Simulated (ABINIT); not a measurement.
# Au (Fm-3m) in ABINIT: a series of runs

The runs below take Au through band structure, equation of state, with PBE, PW91, BLYP, PBE+D3(BJ).

Everything below comes from runs of ABINIT 10.8.3 (patched build). Logs are shortened: lines on timing, memory, paths and dates and some standing lists are left out, and cuts for length are marked. The log counts tension as positive stress, the text compression.

**Experimental background.**

From “Exploring toroidal anvil profiles for larger sample volumes above 4 Mbar”, 2024, pmc:11102561, for a bulk crystal of Au: bulk modulus 167 GPa.

The runs below are set against these values where they give the same quantity.

## (1) Starting point

It takes space group Fm-3m (No. 225, cubic). The conventional cell has a = 4.070 Å, b = 4.070 Å, c = 4.070 Å, α = 90.00°, β = 90.00°, γ = 90.00°. Around Au (site symmetry m-3m) lie 12 Au at 2.88 Å.

## (2) Band structure, PBE

Input file run.abi:

```
# Datasets: ground state, then fixed potential
ndtset 2

# Pseudopotentials
pp_dirpath "./"
pseudos "Au.upf"

# Structure
acell 3*1.0
rprim
     0.0000000000     3.8455926636     3.8455926636
     3.8455926636     0.0000000000     3.8455926636
     3.8455926636     3.8455926636     0.0000000000
ntypat 1
znucl 79
natom 1
typat 1
xred
     0.0000000000     0.0000000000     0.0000000000

# Plane-wave basis
ecut 1034.032677 eV

# Exchange and correlation
ixc 11

# Bands and occupations
occopt 3
tsmear 0.05 eV

# SCF cycle
nstep 100

# Output
iomode 3
prtwf 0
prteig 0
prtebands 0
enunit 2
prtden1 1
prtvha1 1
prtvclmb1 1
prtpot1 1
prtelf1 1

# Dataset 1
kptopt1 1
ngkpt1 11 11 11
nshiftk1 1
shiftk1 0.0 0.0 0.0
nband1 14
tolvrs1 1.0e-10

# Dataset 2: bands along G-X-W-K-G-L-U-W-L-K
iscf2 -2
getden2 1
nband2 18
nbdbuf2 2
tolwfr2 1.0e-12
kptopt2 -9
ndivsm2 5
prteig2 1
prtvol2 -3
kptbounds2
     0.0000000000     0.0000000000     0.0000000000
     0.5000000000     0.0000000000     0.5000000000
     0.5000000000     0.2500000000     0.7500000000
     0.3750000000     0.3750000000     0.7500000000
     0.0000000000     0.0000000000     0.0000000000
     0.5000000000     0.5000000000     0.5000000000
     0.6250000000     0.2500000000     0.6250000000
     0.5000000000     0.2500000000     0.7500000000
     0.5000000000     0.5000000000     0.5000000000
     0.3750000000     0.3750000000     0.7500000000
```

Potentials or basis: PseudoDojo NC SR PBE v0.5 stringent.

The run is started by

```console
> abinit run.abi > log 2>&1
```

run.abo:

```text
.Version 10.8.3 of ABINIT
 DATASET    1 : space group Fm -3 m (#225); Bravais cF (face-center cubic)
================================================================================
 Values of the parameters that define the memory need for DATASET  1.
     intxc =       0    ionmov =       0      iscf =       7    lmnmax =       7
     lnmax =       7     mgfft =      32  mpssoang =       4    mqgrid =    3001
     natom =       1  nloc_mem =       1    nspden =       1   nspinor =       1
    nsppol =       1      nsym =      48    n1xccc =    2501    ntypat =       1
    occopt =       3   xclevel =       2
       mpw =        1303          nfft =       32768          nkpt =          56
================================================================================
================================================================================

 DATASET    2 : space group Fm -3 m (#225); Bravais cF (face-center cubic)
================================================================================
 Values of the parameters that define the memory need for DATASET  2.
     intxc =       0    ionmov =       0      iscf =      -2    lmnmax =       7
     lnmax =       7     mgfft =      32  mpssoang =       4    mqgrid =    3001
     natom =       1  nloc_mem =       1    nspden =       1   nspinor =       1
    nsppol =       1      nsym =      48    n1xccc =    2501    ntypat =       1
    occopt =       3   xclevel =       2
       mpw =        1303          nfft =       32768          nkpt =          87
================================================================================
================================================================================

--------------------------------------------------------------------------------
------------- Echo of variables that govern the present computation ------------
--------------------------------------------------------------------------------
 -outvars: echo values of preprocessed input variables --------
            acell      1.0000000000E+00  1.0000000000E+00  1.0000000000E+00 Bohr
              amu      1.96966540E+02
             ecut      3.80000000E+01 Hartree
           enunit           2
           getden1          0
           getden2          1
             iscf1          7
             iscf2         -2
              ixc          11
           jdtset        1    2
           kptopt1          1
           kptopt2         -9
         kptrlatt       11    0    0      0   11    0      0    0   11
          kptrlen1     5.98233823E+01
          kptrlen2     3.00000000E+01
            natom           1
            nband1         14
            nband2         18
           nbdbuf1          0
           nbdbuf2          2
           ndtset           2
           ndivsm1          0
           ndivsm2          5
            ngfft          32      32      32
             nkpt1         56
             nkpt2         87
            nstep         100
             nsym          48
           ntypat           1
           occopt           3
        prtebands           0
           prteig1          0
           prteig2          1
           prtelf1          1
           prtelf2          0
           prtpot1          1
           prtpot2          0
         prtvclmb1          1
         prtvclmb2          0
           prtvha1          1
           prtvha2          0
           prtvol1          0
           prtvol2         -3
            prtwf           0
            rprim      0.0000000000E+00  3.8455926636E+00  3.8455926636E+00
                       3.8455926636E+00  0.0000000000E+00  3.8455926636E+00
                       3.8455926636E+00  3.8455926636E+00  0.0000000000E+00
           shiftk1     0.00000000E+00  0.00000000E+00  0.00000000E+00
           shiftk2     5.00000000E-01  5.00000000E-01  5.00000000E-01
          spgroup         225
           tolvrs1     1.00000000E-10
           tolvrs2     0.00000000E+00
           tolwfr1     0.00000000E+00
           tolwfr2     1.00000000E-12
           tsmear      1.83746611E-03 Hartree
            typat      1
            znucl       79.00000

[... 801 lines left out ...]
  6.32E-13  3.02E-05
 -3.3935E+00 -1.6090E+00 -1.6076E+00 -1.6050E+00  2.5142E-01  2.7791E-01
  3.3601E-01  3.7435E-01  4.0885E-01  6.1555E-01  6.6587E-01  7.7750E-01
  9.7545E-01  1.1265E+00  1.3977E+00  1.4365E+00  1.4646E+00  1.7000E+00
 Non-SCF case, kpt   87 (  0.37500  0.37500  0.75000), residuals and eigenvalues=
  5.02E-13  9.32E-13  1.09E-13  7.41E-13  9.78E-14  2.49E-13  5.36E-13  6.94E-13
  4.73E-13  4.93E-13  4.44E-13  6.88E-14  5.95E-13  2.19E-13  1.84E-13  7.41E-13
  1.62E-13  1.25E-06
 -3.3935E+00 -1.6092E+00 -1.6075E+00 -1.6052E+00  2.4768E-01  2.7098E-01
  3.4573E-01  3.8153E-01  4.1126E-01  6.3117E-01  6.6112E-01  7.6413E-01
  9.5418E-01  1.1360E+00  1.3662E+00  1.4422E+00  1.4887E+00  1.7037E+00

--- !ResultsGS
iteration_state: {dtset: 2, }
comment   : Summary of ground state results
lattice_vectors:
- [  0.0000000,   3.8455927,   3.8455927, ]
- [  3.8455927,   0.0000000,   3.8455927, ]
- [  3.8455927,   3.8455927,   0.0000000, ]
lattice_lengths: [   5.43849,    5.43849,    5.43849, ]
lattice_angles: [ 60.000,  60.000,  60.000, ] # degrees, (23, 13, 12)
lattice_volume:   1.1374173E+02
convergence: {deltae:  0.000E+00, res2:  0.000E+00, residm:  9.985E-13, diffor:  0.000E+00, }
etotal    :  -1.48198784E+02
entropy   :   0.00000000E+00
fermie    :   4.89357254E-01
cartesian_stress_tensor: null
pressure_GPa: null
xred      :
- [  0.0000E+00,   0.0000E+00,   0.0000E+00, Au]
cartesian_forces: null
force_length_stats: {min: null, max: null, mean: null, }
...

 Integrated electronic density in atomic spheres:
 ------------------------------------------------
 Atom  Sphere_radius  Integrated_density
    1        2.00000         15.60364907
================================================================================

 ----iterations are completed or convergence reached----

 Mean square residual over all n,k,spin=   42.590E-14; max=  99.852E-14
 reduced coordinates (array xred) for    1 atoms
       0.000000000000      0.000000000000      0.000000000000

 cartesian coordinates (angstrom) at end:
    1      0.00000000000000     0.00000000000000     0.00000000000000
 length scales=  1.000000000000  1.000000000000  1.000000000000 bohr
              =  0.529177210544  0.529177210544  0.529177210544 angstroms
 Eigenvalues (hartree) for nkpt=  87  k points:
 kpt#   1, nband= 18, wtk=  1.00000, kpt=  0.0000  0.0000  0.0000 (reduced coord)
  -3.39405   -1.60258   -1.60258   -1.60258    0.12140    0.31401    0.31401    0.31401
   0.37090    0.37090    1.02014    1.16914    1.16914    1.16914    1.35180    1.51832
   1.51832    1.51832
 kpt#   2, nband= 18, wtk=  1.00000, kpt=  0.0357  0.0000  0.0357 (reduced coord)
  -3.39404   -1.60268   -1.60262   -1.60262    0.12362    0.31284    0.31502    0.31502
   0.36964    0.37140    1.02289    1.16081    1.16812    1.16812    1.36693    1.49146
   1.49146    1.51987
 kpt#   3, nband= 18, wtk=  1.00000, kpt=  0.0714  0.0000  0.0714 (reduced coord)
  -3.39402   -1.60299   -1.60274   -1.60274    0.13023    0.30941    0.31801    0.31801
   0.36598    0.37287    1.03097    1.14216    1.16413    1.16413    1.40509    1.45155
   1.45155    1.50599
 kpt#   4, nband= 18, wtk=  1.00000, kpt=  0.1071  0.0000  0.1071 (reduced coord)
  -3.39398   -1.60347   -1.60293   -1.60293    0.14104    0.30401    0.32297    0.32297
   0.36030    0.37527    1.04387    1.12207    1.15454    1.15454    1.41910    1.41910
   1.42356    1.46965
 kpt#   5, nband= 18, wtk=  1.00000, kpt=  0.1429  0.0000  0.1429 (reduced coord)
[... 316 lines left out ...]
  -3.39350   -1.60955   -1.60666   -1.60464    0.25400    0.28927    0.32682    0.35306
   0.40941    0.59567    0.61876    0.87055    1.02510    1.09647    1.42153    1.42492
   1.47338    1.66782
 kpt#  85, nband= 18, wtk=  1.00000, kpt=  0.4028  0.4028  0.6944 (reduced coord)
  -3.39348   -1.60920   -1.60728   -1.60484    0.25433    0.28453    0.32798    0.36429
   0.40852    0.60461    0.64487    0.81976    0.99965    1.11305    1.42353    1.43075
   1.45179    1.69492
 kpt#  86, nband= 18, wtk=  1.00000, kpt=  0.3889  0.3889  0.7222 (reduced coord)
  -3.39346   -1.60903   -1.60764   -1.60502    0.25142    0.27791    0.33601    0.37435
   0.40885    0.61555    0.66587    0.77750    0.97545    1.12651    1.39769    1.43646
   1.46458    1.69999
 kpt#  87, nband= 18, wtk=  1.00000, kpt=  0.3750  0.3750  0.7500 (reduced coord)
  -3.39345   -1.60920   -1.60754   -1.60517    0.24768    0.27098    0.34573    0.38153
   0.41126    0.63117    0.66112    0.76413    0.95418    1.13595    1.36615    1.44217
   1.48868    1.70367
 Eigenvalues (   eV  ) for nkpt=  87  k points:
 kpt#   1, nband= 18, wtk=  1.00000, kpt=  0.0000  0.0000  0.0000 (reduced coord)
 -92.35679  -43.60840  -43.60840  -43.60840    3.30345    8.54477    8.54477    8.54477
  10.09273   10.09273   27.75948   31.81390   31.81390   31.81390   36.78444   41.31564
  41.31564   41.31564
 kpt#   2, nband= 18, wtk=  1.00000, kpt=  0.0357  0.0000  0.0357 (reduced coord)
 -92.35658  -43.61120  -43.60951  -43.60951    3.36393    8.51275    8.57207    8.57207
  10.05840   10.10629   27.83431   31.58727   31.78618   31.78618   37.19609   40.58459
  40.58459   41.35779
 kpt#   3, nband= 18, wtk=  1.00000, kpt=  0.0714  0.0000  0.0714 (reduced coord)
 -92.35597  -43.61946  -43.61277  -43.61277    3.54379    8.41942    8.65363    8.65363
   9.95877   10.14643   28.05408   31.07973   31.67753   31.67753   38.23456   39.49866
  39.49866   40.97995
 kpt#   4, nband= 18, wtk=  1.00000, kpt=  0.1071  0.0000  0.1071 (reduced coord)
 -92.35498  -43.63271  -43.61803  -43.61803    3.83777    8.27252    8.78833    8.78833
   9.80439   10.21162   28.40514   30.53315   31.41669   31.41669   38.61567   38.61567
  38.73697   39.99112
 kpt#   5, nband= 18, wtk=  1.00000, kpt=  0.1429  0.0000  0.1429 (reduced coord)
[... 317 lines left out ...]
  11.14067   16.20907   16.83720   23.68893   27.89429   29.83636   38.68173   38.77409
  40.09265   45.38377
 kpt#  85, nband= 18, wtk=  1.00000, kpt=  0.4028  0.4028  0.6944 (reduced coord)
 -92.34122  -43.78864  -43.73640  -43.66991    6.92062    7.74258    8.92478    9.91293
  11.11631   16.45240   17.54788   22.30668   27.20176   30.28769   38.73628   38.93258
  39.50511   46.12100
 kpt#  86, nband= 18, wtk=  1.00000, kpt=  0.3889  0.3889  0.7222 (reduced coord)
 -92.34079  -43.78394  -43.74614  -43.67482    6.84140    7.56227    9.14325   10.18667
  11.12531   16.75004   18.11919   21.15677   26.54339   30.65379   38.03320   39.08815
  39.85319   46.25918
 kpt#  87, nband= 18, wtk=  1.00000, kpt=  0.3750  0.3750  0.7500 (reduced coord)
 -92.34053  -43.78845  -43.74337  -43.67887    6.73977    7.37377    9.40781   10.38195
  11.19101   17.17489   17.99001   20.79300   25.96443   30.91081   37.17485   39.24345
  40.50907   46.35924

== END DATASET(S) ==============================================================
================================================================================

 -outvars: echo values of variables after computation  --------
            acell      1.0000000000E+00  1.0000000000E+00  1.0000000000E+00 Bohr
           etotal1    -1.4819878415E+02
            fcart1    -0.0000000000E+00 -0.0000000000E+00 -0.0000000000E+00
            rprim      0.0000000000E+00  3.8455926636E+00  3.8455926636E+00
                       3.8455926636E+00  0.0000000000E+00  3.8455926636E+00
                       3.8455926636E+00  3.8455926636E+00  0.0000000000E+00
           strten1    -3.5046905009E-04 -3.5046905009E-04 -3.5046905009E-04
                       0.0000000000E+00  0.0000000000E+00  0.0000000000E+00
 Calculation completed.
```

It took 42 s on 1 thread of Arm Neoverse V2, shared host; peak memory 0.11 GiB.

What came out:

| Quantity | Value |
| --- | --- |
| Free energy | -4032.6944 eV |
| Pressure | 10.3 GPa |
| Band gap on the k mesh | none (metal or under the smearing width) |
| Valence electrons inside the program's atomic spheres | Au 15.60 (radii [1.0584] Å) |

Levels at the corners of the path, in eV from the Fermi level:
| point | band 6 | band 7 | band 8 | band 9 | band 10 | band 11 | band 12 | band 13 |
| --- | --- | --- | --- | --- | --- | --- | --- | --- |
| Γ | -4.77 | -4.77 | -4.77 | -3.22 | -3.22 | 14.44 | 18.50 | 18.50 |
| X | -6.87 | -2.04 | -1.67 | -1.67 | 0.95 | 5.84 | 10.02 | 10.02 |
| W | -5.25 | -5.25 | -3.38 | -1.66 | 4.76 | 6.31 | 6.31 | 9.47 |
| K | -5.94 | -3.91 | -2.93 | -2.13 | 3.86 | 4.67 | 7.48 | 12.65 |
| Γ | -4.77 | -4.77 | -4.77 | -3.22 | -3.22 | 14.44 | 18.50 | 18.50 |
| L | -4.81 | -4.81 | -2.00 | -2.00 | -1.05 | 3.11 | 13.90 | 17.18 |
| U | -5.94 | -3.91 | -2.93 | -2.13 | 3.86 | 4.67 | 7.48 | 12.65 |
| W | -5.25 | -5.25 | -3.38 | -1.66 | 4.76 | 6.31 | 6.31 | 9.47 |
| L | -4.81 | -4.81 | -2.00 | -2.00 | -1.05 | 3.11 | 13.90 | 17.18 |
| K | -5.94 | -3.91 | -2.93 | -2.13 | 3.86 | 4.67 | 7.48 | 12.65 |

Caveat: spin-orbit coupling is left out, which moves the levels of the heavy elements.

[end of part 1 of 3]
